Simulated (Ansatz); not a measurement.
WC (Qusongite):

```
W C
1.0
     2.90650    0.00000    0.00000
    -1.45325    2.51710    0.00000
     0.00000    0.00000    2.83660
W C
1 1
Cartesian
  0.0000 0.0000 0.0000
  1.4533 0.8390 1.4183
```

A run of Ansatz 0.2.0 on this cell left the log below. Logs are shortened: lines on timing, memory, paths and dates and some standing lists are left out, and cuts for length are marked.

```text
Warning: RAYON_NUM_THREADS=2 ignored (pool sized by the plan → 2); use --threads N
Engine: ansatz 0.2.0, x86_64-unknown-linux-gnu
Pseudopotentials: kind: paw
Pseudopotential: W, paw, valence charge 14, recommended cutoff 420 eV (normal), W.paw.azcp
Pseudopotential: C, paw, valence charge 4, recommended cutoff 420 eV (normal), C.paw.azcp
Functional definition: PBE
  parameter kappa = 0.804
  parameter beta = 0.06672455060314922
  exchange = pbe_x(kappa = kappa, mu = beta*pi^2/3)
  correlation = pbe_c(beta = beta)
Crystal: 2 atoms, lattice volume = 20.752 Å³
Basis set: ecut = 420 eV, 405 PW (Γ), exchange–correlation on 40×40×40 points (8 copies of the dense FFT grid, shifted against one another)
Bands: 13, of which v1, the nominal top of the filled ones, is band 9 counted from 1 (8 counted from 0)
Symmetry: 12 space group operations
Space group: P-6m2 (ITA 187), of the structure as read, at distance tolerance 2.7e-5 Å
k-points: 70 of 900 (time reversal used)
Non-local potential: W, projectors of the file, l = 0: 3, l = 1: 2, l = 2: 2, l = 3: 1
Non-local potential: C, projectors of the file, l = 0: 2, l = 1: 2, l = 2: 1
PAW form: soft (Blöchl's): semilocal exchange-correlation on the pseudo side does not see the compensation charge
PAW one-centre angular grid: W, 590 points (default); XC on 64 Gauss nodes
PAW one-centre angular grid: C, 110 points (default); XC on 64 Gauss nodes
Initial density: superposition of atomic densities (neutral atoms: chi_scale 0, normalization atom), corrected by the library's trained network
Initial wavefunctions: pseudopotential atomic-orbital guess
Functional: x = pbe(κ = 0.804, μ = 0.2195149727645171), c = pbe(β = 0.06672455060314922)
SCF iter   1: F=—  HF=-10636.053942 eV  |F-HF|=—  |Δ(HF+E_count)|=         —  Δρ=7.09e-3  dr2=2.45e-3  ethr=1.77e-3  ⟨swp⟩=6.0  Hψ=4646  notcnv=0
preconditioner: auto → none  [metal: Δε(μ)=0.019 eV  Ē_g=10.097 eV  σ=0.019 eV  W_gap=0.45  n_scr=8 (ndim 8)  ℏωp=25.8 eV  f_vac=0.000  D(μ)=0.95/eV (n_scr^D=8)  sad-step TF]
SCF iter   2: F=—  HF=-10636.056553 eV  |F-HF|=—  |Δ(HF+E_count)|=   2.61e-3  Δρ=4.13e-3  dr2=8.91e-4  ethr=1.36e-5  ⟨swp⟩=2.0  Hψ=2027  notcnv=0  defer=3
SCF iter   3: F=—  HF=-10636.057601 eV  |F-HF|=—  |Δ(HF+E_count)|=   1.05e-3  Δρ=3.89e-4  dr2=2.68e-5  ethr=4.95e-6  ⟨swp⟩=2.1  Hψ=1561  notcnv=0  defer=3
SCF iter   4: F=—  HF=-10636.057591 eV  |F-HF|=—  |Δ(HF+E_count)|=   1.01e-5  Δρ=1.36e-4  dr2=2.02e-6  ethr=1.49e-7  ⟨swp⟩=2.7  Hψ=1517  notcnv=0  defer=3
SCF iter   5: F=—  HF=-10636.057592 eV  |F-HF|=—  |Δ(HF+E_count)|=   3.96e-7  Δρ=2.58e-5  dr2=1.09e-7  ethr=1.12e-8  ⟨swp⟩=2.0  Hψ=1465  notcnv=0  defer=3
SCF iter   6: F=-10636.057591 eV  HF=-10636.057591 eV  |F-HF|=3.82e-9  |Δ(HF+E_count)|=   3.86e-8  Δρ=5.77e-6  dr2=6.05e-9  ethr=5.56e-10  ⟨swp⟩=4.2  Hψ=3045  notcnv=0
SCF 1 converged in 6 iterations: F = -10636.057591 eV  dr2 = 6.05e-9
  greatest PAW one-centre occupation: 1.000 electrons in one spin orbital (limit 2), on the W atom at site 0 (counted from 0), in its partial waves of l = 0
SCF converged after 6 iterations
Free energy (F): -10636.057591 eV
Harris-Foulkes:  -10636.057591 eV  (|F-HF|=3.82e-9)
Internal energy: -10636.057403 eV  (E = F + TS)
E sigma→0 (E₀):  -10636.057497 eV
Entropy (-TS):   -0.000189 eV (-0.094 meV/atom)
Fermi energy:    20.598408 eV
--- Per-component energies (eV) ---
  E_band       = -58.441633
  E_kinetic    = 542.024251
  E_local      = -664.697344  (includes V_loc(G=0)·N_el)
  E_nonlocal   = 25.466373
  E_hartree    = 235.155562
  E_xc         = -316.592073
  E_vxc        = -300.493780  (∫ρ·V_xc dr)
  E_paw        = -8661.154467  (= ΣΔE_a)
  E_vpaw       = -131.050390  (= ΣTr[D̂ρ^β])
  E_aug_tail   = -0.000062  (compensation charges beyond the density's cutoff)
  E_ewald      = -1796.259643
  E_smearing   = -0.000189  (= −TS)
  E_closure    = 0.000000  (closes the sum)
  Σ components = -10636.057591   (vs F -10636.057591, Δ=0.00e0)
--- Forces (eV/Å), atoms counted from 1 ---
  atom   1  W      0.00000000    -0.00000000     0.00000000
  atom   2  C      0.00000000    -0.00000000     0.00000000
  max |Σ_I F_I| component: 2.59e-16 eV/Å
--- Stress (GPa, compression-positive) ---
        5.907425       0.000000      -0.000000
        0.000000       5.907425      -0.000000
       -0.000000      -0.000000       4.982045
  P = ⅓ Tr σ = 5.5990 GPa (55.990 kbar)
--- Band table (eV; the first three rows and the last of 70) ---
  k-point 0: bands = ["-53.3419", "-17.3632", "-17.2536", "-17.2536", "6.1367", "16.2736", "17.2465", "17.2465", "20.6636", "23.8206", "23.8206", "26.1952", "26.1952"]
  k-point 1: bands = ["-53.3371", "-17.4546", "-17.2458", "-17.2458", "6.4360", "16.1008", "17.3823", "17.3823", "20.6600", "22.9099", "22.9099", "26.6700", "26.6700"]
  k-point 2: bands = ["-53.3249", "-17.6805", "-17.2258", "-17.2258", "7.2719", "15.2833", "17.7539", "17.7539", "21.2334", "21.5257", "21.5257", "26.6773", "26.6773"]
  k-point 69: bands = ["-53.2385", "-17.8971", "-17.7960", "-17.6416", "9.6180", "13.5737", "15.1537", "18.6877", "19.8470", "25.0357", "26.8899", "27.6889", "30.0698"]
```

What input gives this log?

Single point with PBE, no spin polarisation. The files as run (others can give the same):

input.yaml
```yaml
crystal:
  lattice:
    - [2.9065, 0.0, 0.0]
    - [-1.45325, 2.5171028361, 0.0]
    - [0.0, 0.0, 2.8366]
  atoms:
    - { symbol: W, position: [0.0, 0.0, 0.0] }
    - { symbol: C, position: [0.6666666667, 0.3333333333, 0.5] }
hamiltonian:
  xc: pbe
  pseudopotentials: { kind: paw }
kpoints:
  mp_grid: { grid: [10, 10, 9] }
scf:
  occupations: { method: gaussian, width: 0.019 }
output:
  forces: true
  stress: true
  eigenvalues: true
```

Potentials or basis: Ansatz PAW.
Command:
```sh
$ ansatz run input.yaml --threads 2 --pin off --max-ram 5632MiB --backend cpu --events-out ev --progress --plain --runs-dir out
```

Caveat: the pressure holds a Pulay correction of +0.3 GPa for the finite cutoff.
